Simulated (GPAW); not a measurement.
# InAs (F-43m) in GPAW: further runs

One crystal, InAs, is run at these levels: r2SCAN; tasks: band structure.

Everything below comes from runs of GPAW 26.7.0. Logs are shortened: lines on timing, memory, paths and dates and some standing lists are left out, and cuts for length are marked. The log counts tension as positive stress, the text compression.

**What was measured.**

From a printed reference work, data compilation, for a bulk crystal of InAs at 4.2 K: band gap 0.418 eV (direct).

The results are compared with them further down.

## (1) The structure

It takes space group F-43m (No. 216, cubic). The conventional cell has a = 6.036 Å, b = 6.036 Å, c = 6.036 Å, α = 90.00°, β = 90.00°, γ = 90.00°. Around In (site symmetry -43m) lie 4 As at 2.61 Å. Around As (site symmetry -43m) lie 4 In at 2.61 Å.

## (2) Band structure, r2SCAN

File run.py:

```python
from ase import Atoms
from ase.dft.bandgap import bandgap
from ase.io import write
from ase.units import GPa
from gpaw import GPAW, PW

atoms = Atoms(['In', 'As'],
              cell=[[0.0, 3.018, 3.018],
                    [3.018, 0.0, 3.018],
                    [3.018, 3.018, 0.0]],
              scaled_positions=[[0.0, 0.0, 0.0],
                                [0.75, 0.75, 0.75]],
              pbc=True)

calc = GPAW(mode=PW(600),
            xc='MGGA_X_R2SCAN+MGGA_C_R2SCAN',
            kpts={'size': (8, 8, 8), 'gamma': True},
            occupations={'name': 'fermi-dirac', 'width': 0.05},
            nbands=18,
            convergence={'density': 1e-05, 'energy': 1e-05},
            maxiter=150,
            txt='gpaw.txt')
atoms.calc = calc
energy = atoms.get_potential_energy()
forces = atoms.get_forces()
stress = atoms.get_stress()
calc.write('gs.gpw')
write('result.traj', atoms)
print(f'Energy: {energy:.6f} eV')
print('Forces (eV/A):')
print(forces.round(4))
print('Stress (GPa):', (stress / GPa).round(3))
print('Fermi level:', round(calc.get_fermi_level(), 4), 'eV')
print(f'Gap: {bandgap(calc)[0]:.4f} eV, direct: {bandgap(calc, direct=True)[0]:.4f} eV')

path = atoms.cell.bandpath('GXWKGLUWLK,UX', npoints=80, eps=1e-4)
bs_calc = calc.fixed_density(kpts=path, symmetry='off', nbands=30,
                             convergence={'bands': 'CBM+6.0', 'eigenstates': 1e-6}, txt='bands.txt')
bs = bs_calc.band_structure()
bs.write('bs.json')
print(f'Gap on the path: {bandgap(bs_calc)[0]:.4f} eV')
```

Potentials or basis: GPAW PAW data sets (gpaw-data 1.2.1), pw.

Run with:

```bash
> OMP_NUM_THREADS=1 python run.py
```

gpaw.txt:

```text
__  _  _
 | _ |_)|_||  |
 |__||  | ||/\| - 26.7.0

Input parameters:
  mode=PW(ecut=600.0),
  convergence={'density': 1e-05, 'energy': 1e-05},
  kpts=MonkhorstPack(size=(8, 8, 8), gamma=True),
  maxiter=150,
  nbands=18,
  occupations=Occupations(name='fermi-dirac', width=0.05),
  xc=XC(name='MGGA_X_R2SCAN+MGGA_C_R2SCAN')

Diagonalizing LCAO Hamiltonian
Converting LCAO to pw mode

                     As

       In

Atoms  # Å, Bohr magnetons
|   | symbol |        x |        y |        z |    initial magnetic moments |
|---|--------|----------|----------|----------|-----------------------------|
| 0 |     In | 0.000000 | 0.000000 | 0.000000 | ( 0.0000,  0.0000,  0.0000) |
| 1 |     As | 4.527000 | 4.527000 | 4.527000 | ( 0.0000,  0.0000,  0.0000) |

Unit cell  # Å
| periodic |        x |        y |        z |  lengths |    angles |
|----------|----------|----------|----------|----------|-----------|
|      yes | 0.000000 | 3.018000 | 3.018000 | 4.268097 | 60.000000 |
|      yes | 3.018000 | 0.000000 | 3.018000 | 4.268097 | 60.000000 |
|      yes | 3.018000 | 3.018000 | 0.000000 | 4.268097 | 60.000000 |

Number of symmetries: 24
Symmetry operations  # r_c * U_cc + t_c -> r_c
|    | kind |            matrix            |
|----|------|------------------------------|
|  0 |  E   |  1, 0, 0,  0, 1, 0,  0, 0, 1 |
|  1 |  σ   |  1, 0, 0,  0, 0, 1,  0, 1, 0 |
|  2 |  σ   |  1, 0,-1,  0, 1,-1,  0, 0,-1 |
|  3 |  C3  |  1, 0,-1,  0, 0,-1,  0, 1,-1 |
|  4 |  C3  |  1,-1, 0,  0,-1, 1,  0,-1, 0 |
|  5 |  σ   |  1,-1, 0,  0,-1, 0,  0,-1, 1 |
|  6 |  σ   |  0, 1, 0,  1, 0, 0,  0, 0, 1 |
|  7 |  C3  |  0, 1, 0,  0, 0, 1,  1, 0, 0 |
|  8 |  C2  |  0, 1,-1,  1, 0,-1,  0, 0,-1 |
|  9 |  S4  |  0, 1,-1,  0, 0,-1,  1, 0,-1 |
| 10 |  C3  |  0, 0, 1,  1, 0, 0,  0, 1, 0 |
| 11 |  σ   |  0, 0, 1,  0, 1, 0,  1, 0, 0 |
| 12 |  S4  |  0, 0,-1,  1, 0,-1,  0, 1,-1 |
| 13 |  C3  |  0, 0,-1,  0, 1,-1,  1, 0,-1 |
| 14 |  S4  |  0,-1, 1,  1,-1, 0,  0,-1, 0 |
| 15 |  C2  |  0,-1, 1,  0,-1, 0,  1,-1, 0 |
| 16 |  C3  |  0,-1, 0,  1,-1, 0,  0,-1, 1 |
| 17 |  S4  |  0,-1, 0,  0,-1, 1,  1,-1, 0 |
| 18 |  S4  | -1, 1, 0, -1, 0, 1, -1, 0, 0 |
| 19 |  C3  | -1, 1, 0, -1, 0, 0, -1, 0, 1 |
| 20 |  C3  | -1, 0, 1, -1, 1, 0, -1, 0, 0 |
| 21 |  S4  | -1, 0, 1, -1, 0, 0, -1, 1, 0 |
| 22 |  σ   | -1, 0, 0, -1, 1, 0, -1, 0, 1 |
| 23 |  C2  | -1, 0, 0, -1, 0, 1, -1, 1, 0 |

BZ-sampling:
  Number of BZ points: 512
  Number of IBZ points: 29

  Monkhorst-Pack size: [8, 8, 8]
  Monkhorst-Pack shift: [0.0625, 0.0625, 0.0625]

K-points  # in reciprocal-cell coordinates
|     |                                coordinates |     weight |
|-----|--------------------------------------------|------------|
|   0 | (  0.00000000,   0.00000000,   0.00000000) | 0.00195312 |
|   1 | (  0.12500000,   0.12500000,   0.00000000) | 0.01171875 |
|   2 | (  0.12500000,   0.12500000,   0.12500000) | 0.01562500 |
|   3 | (  0.25000000,   0.12500000,   0.12500000) | 0.02343750 |
|   4 | (  0.25000000,   0.25000000,   0.00000000) | 0.01171875 |
|   5 | (  0.25000000,   0.25000000,   0.12500000) | 0.04687500 |
|   6 | (  0.25000000,   0.25000000,   0.25000000) | 0.01562500 |
|   7 | (  0.37500000,   0.25000000,  -0.37500000) | 0.04687500 |
|   8 | (  0.37500000,   0.25000000,   0.12500000) | 0.04687500 |
|   9 | (  0.37500000,   0.25000000,   0.25000000) | 0.04687500 |
| ... |                                            |            |
|  28 | (  0.50000000,   0.50000000,   0.50000000) | 0.00781250 |

Plane wave coefficients: 1856
Cutoff: 600.0 eV

Spin-components: 1 (collinear spins)
Bands:           18
Projectors:      11
Spin-degeneracy: 2
Datatype:        complex128

Parallelization:
  kpt:    1
  domain: 1
  band:   1

Density:
  Valence electrons: 18.0
  Components: 1
  Grid points: [25 25 25]
  Charge: 0.0  # |e|

Potential:
  Grid points: [25 25 25]

species:
  In:
    name:    Indium
    Z:       49.0
    valence: 13
    core:    36
    charge:  0.0  # [|e|]
    compensation charges:
      type: gauss
      rc: 0.36  # [Å]
      lmax: 2
    cutoffs:
      filter: 2.09  # [Å]
      core: 2.48  # [Å]
    projectors
    | kind |    occ | energy [eV] | rcut [Å] |
    |------|--------|-------------|----------|
    |   5s |  2.000 |      -8.203 |    1.185 |
    |   5p |  1.000 |      -2.521 |    1.244 |
    |   4d | 10.000 |     -18.629 |    1.148 |
    |    s |        |      19.008 |    1.185 |
    |    p |        |      24.691 |    1.244 |
    |    d |        |       8.583 |    1.148 |

    Using partial waves for In as LCAO basis

  As:
    name:    Arsenic
    Z:       33.0
    valence: 5
    core:    28
    charge:  0.0  # [|e|]
    compensation charges:
      type: gauss
      rc: 0.33  # [Å]
      lmax: 2
    cutoffs:
      filter: 1.87  # [Å]
      core: 2.96  # [Å]
    projectors
    | kind |    occ | energy [eV] | rcut [Å] |
    |------|--------|-------------|----------|
    |   4s |  2.000 |     -14.487 |    1.058 |
    |   4p |  3.000 |      -5.196 |    1.058 |
    |    s |        |      12.725 |    1.058 |
    |    p |        |      22.016 |    1.058 |
    |    d |        |       0.000 |    1.058 |

    Using partial waves for As as LCAO basis

Reference energy: -221478.393260  # eV

eigensolver:
  PPCG
  Converge bands: occupied
  niter=2

density mixing:
  MSR1-Mixer
  Pratt-step length: 0.05
  Maximum mixing coefficient: 0.75
  Old densities: 10
  SVD Regularization: 0.005
  Good broyden scale: 1.0
  Trust region scale: 1.0
  Backstep threshold: 4.0
  History deletion threshold: 6.0
  Fourier metric: weight=20.0, sigma=0.015

occupation numbers:
  Fermi-Dirac:
    width: 0.0500  # eV

poisson solver:
  ecut: 4800.0  # eV

xc functional:
  name: MGGA_X_R2SCAN+MGGA_C_R2SCAN with 2 nearest neighbor stencil

convergence criteria:
- Maximum integral of absolute [dens]ity change: 1e-05 electrons / valence electron
- Maximum [total energy] change in last 3 cyles: 1e-05 eV / valence electron
- Maximum integral of absolute [eigenst]ate change: 4e-08 eV^2 / valence electron
maximum number of iterations: 150

SCF iterations
|iter     | |      energy | eigst |  dens |
|---------|-|-------------|-------|-------|
|iter:   1| |  -32.834844 | -0.30 |       |
|iter:   2| |  -31.032149 | -1.24 | -1.20 |
|iter:   3| |-24751292.965398 | +6.86 | -1.17 |
|iter:   4| |  -10.803273 | +2.00 | +2.70 |
|iter:   5| |  -30.807295 | +0.71 | -0.56 |
|iter:   6| |  -30.948921 | -0.88 | -1.82 |
|iter:   7| |  -30.949241 | -2.76 | -1.96 |
|iter:   8| |  -30.949856 | -4.13 | -2.48 |
|iter:   9| |  -30.949468 | -5.25 | -2.54 |
|iter:  10| |  -30.949363 | -5.84 | -2.76 |
|iter:  11| |  -30.949307c| -5.96 | -2.92 |
|iter:  12| |  -30.949265c| -5.91 | -3.08 |
|iter:  13| |  -30.949258c| -6.41 | -3.43 |
|iter:  14| |  -30.949257c| -6.94 | -3.81 |
|iter:  15| |  -30.949257c| -7.59c| -4.47 |
|iter:  16| |  -30.949257c| -8.22c| -5.54c|

Converged in 16 steps
Energy contributions relative to reference atoms: (reference = -221478.393260)

Energy contributions:
  Kinetic:          31.970855
  Coulomb:         -28.955012
  Zero:             -0.014937
  External:          0.000000
  Xc:              -33.950076
  Entropy:          -0.000174
  Spinorbit:         0.000000
  ----------------------------
  Free energy:     -30.949344
  Extrapolated:    -30.949257

dipole moment: (-17.050974, -17.050974, -17.050974)  # |e|*Ang

Fermi level: 4.840
Eigenvalues  # (at kpt = [0.000, 0.000, 0.000])
| band index |      eig [eV] | occ [0-2] |
|------------|---------------|-----------|
|          0 |       -10.116 |     2.000 |
|          1 |       -10.116 |     2.000 |
|          2 |       -10.116 |     2.000 |
|          3 |        -9.961 |     2.000 |
|          4 |        -9.961 |     2.000 |
|          5 |        -7.665 |     2.000 |
[... 10 lines left out ...]
|         16 |        15.810 |     0.000 |
|         17 |        15.810 |     0.000 |

Gap: 0.273 eV
Transition (v -> c):
  (s=0, k=0, n=8, [0.00, 0.00, 0.00]) -> (s=0, k=0, n=9, [0.00, 0.00, 0.00])
No difference between direct/indirect transitions

Forces  # eV/Ang
|       x |        y |       z |
|---------|----------|---------|
| 0.00000 | -0.00000 | 0.00000 |  # In   0
| 0.00000 | -0.00000 | 0.00000 |  # As   1

Stress tensor  # eV/Ang^3
|         x |         y |         z |
|-----------|-----------|-----------|
| -0.012862 | -0.000000 |  0.000000 |
| -0.000000 | -0.012862 |  0.000000 |
|  0.000000 |  0.000000 | -0.012862 |

# Writing to gs.gpw (mode='')
```

Wall time 4.8 min (1 thread of Arm Neoverse N1, shared host); peak memory 0.41 GiB.

Results:

```
Free energy             : -30.9493 eV
Pressure                : 2.1 GPa
Band gap on the k mesh  : 0.27 eV, direct
Band gap along the path : 0.27 eV, direct
```

Levels at the corners of the path, in eV from the valence-band top:
```
point  band 5  band 6  band 7  band 8  band 9  band 10  band 11  band 12  band 13
    Γ  -14.63  -12.34    0.00    0.00    0.00     0.27     4.26     4.26     4.26
    X  -14.61  -10.19   -5.96   -2.43   -2.43     1.82     2.36     9.87     9.98
    W  -14.62  -10.13   -5.81   -3.06   -2.97     4.60     4.62     5.51     6.51
    K  -14.62  -10.21   -5.82   -3.39   -2.03     2.42     4.65     7.89     7.95
    Γ  -14.63  -12.34    0.00    0.00    0.00     0.27     4.26     4.26     4.26
    L  -14.62  -10.76   -5.92   -1.03   -1.03     1.33     5.05     5.05     7.31
    U  -14.62  -10.21   -5.82   -3.39   -2.03     2.42     4.65     7.89     7.95
    W  -14.62  -10.13   -5.81   -3.06   -2.97     4.60     4.62     5.51     6.51
    L  -14.62  -10.76   -5.92   -1.03   -1.03     1.33     5.05     5.05     7.31
    K  -14.62  -10.21   -5.82   -3.39   -2.03     2.42     4.65     7.89     7.95
    U  -14.62  -10.21   -5.82   -3.39   -2.03     2.42     4.65     7.89     7.95
    X  -14.61  -10.19   -5.96   -2.43   -2.43     1.82     2.36     9.87     9.98
```

Caveat: the PAW data sets were made with another functional, which shifts forces and pressure a little; spin-orbit coupling is left out, which moves the levels of the heavy elements.

## (3) Band structure, r2SCAN, spin-orbit coupling, no magnetisation

Changes to run.py since step 2:

```diff
@@ -1 +1,2 @@
+import numpy as np
 from ase import Atoms
@@ -5,2 +6,3 @@
 from gpaw import GPAW, PW
+from gpaw.spinorbit import soc_eigenstates
 
@@ -16,3 +18,3 @@
             xc='MGGA_X_R2SCAN+MGGA_C_R2SCAN',
-            kpts={'size': (8, 8, 8), 'gamma': True},
+            kpts={'size': (6, 6, 6), 'gamma': True},
             occupations={'name': 'fermi-dirac', 'width': 0.05},
@@ -35,3 +37,3 @@
 
-path = atoms.cell.bandpath('GXWKGLUWLK,UX', npoints=80, eps=1e-4)
+path = atoms.cell.bandpath('GXWKGLUWLK,UX', npoints=100, eps=1e-4)
 bs_calc = calc.fixed_density(kpts=path, symmetry='off', nbands=30,
@@ -41 +43,7 @@
 print(f'Gap on the path: {bandgap(bs_calc)[0]:.4f} eV')
+
+soc = soc_eigenstates(bs_calc, theta=54.7, phi=45, ignore_xc_potential=True)
+np.savetxt('soc_bands.dat', soc.eigenvalues(), fmt='%.4f')
+mesh = soc_eigenstates('gs.gpw', theta=54.7, phi=45, ignore_xc_potential=True)
+np.savetxt('soc_mesh.dat', mesh.eigenvalues(), fmt='%.4f')
+print('Fermi level with spin-orbit coupling:', round(mesh.fermi_level, 4), 'eV')
```

Potentials or basis: GPAW PAW data sets (gpaw-data 1.2.1), pw.

Run with:

```bash
> OMP_NUM_THREADS=1 python run.py
```

It took 4.7 min on 1 thread of Arm Neoverse N1, shared host; peak memory 0.45 GiB.

Results (log left out):

```yaml
Free_energy: -30.9359 eV
Pressure: 2.1 GPa
Band_gap_on_the_k_mesh: 0.16 eV, direct
Band_gap_along_the_path: 0.16 eV, direct
```

Levels at the corners of the path, in eV from the valence-band top:
```csv
point,band 15,band 16,band 17,band 18,band 19,band 20,band 21,band 22
Γ,0.00,0.00,0.00,0.00,0.16,0.16,3.80,3.80
X,-2.55,-2.55,-2.55,-2.55,1.70,1.70,2.24,2.24
W,-3.24,-3.16,-3.14,-3.03,4.38,4.48,4.53,4.58
K,-3.52,-3.51,-2.16,-2.15,2.29,2.29,4.50,4.55
Γ,0.00,0.00,0.00,0.00,0.16,0.16,3.80,3.80
L,-1.28,-1.28,-1.02,-1.02,1.21,1.21,4.82,4.82
U,-3.52,-3.51,-2.16,-2.15,2.29,2.29,4.50,4.55
W,-3.24,-3.16,-3.14,-3.03,4.38,4.48,4.53,4.58
L,-1.28,-1.28,-1.02,-1.02,1.21,1.21,4.82,4.82
K,-3.52,-3.51,-2.16,-2.15,2.29,2.29,4.50,4.55
U,-3.52,-3.51,-2.16,-2.15,2.29,2.29,4.50,4.55
X,-2.55,-2.55,-2.55,-2.55,1.70,1.70,2.24,2.24
```

Caveat: spin-orbit coupling was added after a scalar SCF, so levels and gaps hold it while energy, forces, pressure and moments don't; this program's spin-orbit splittings come out too wide for heavy elements; the PAW data sets were made with another functional, which shifts forces and pressure a little.

## (4) Against experiment

Step 2. A measured gap of InAs is 0.418 eV (direct; 4.2 K; a printed reference work, data compilation); the calculated 0.27 eV misses it by -0.14 eV. Spin-orbit coupling on As, In is left out. The value is that of r2SCAN, without temperature or zero-point motion.

Step 3. A measured gap of InAs is 0.418 eV (direct; 4.2 K; a printed reference work, data compilation); the calculated 0.16 eV misses it by -0.26 eV. The value is that of r2SCAN, without temperature or zero-point motion.
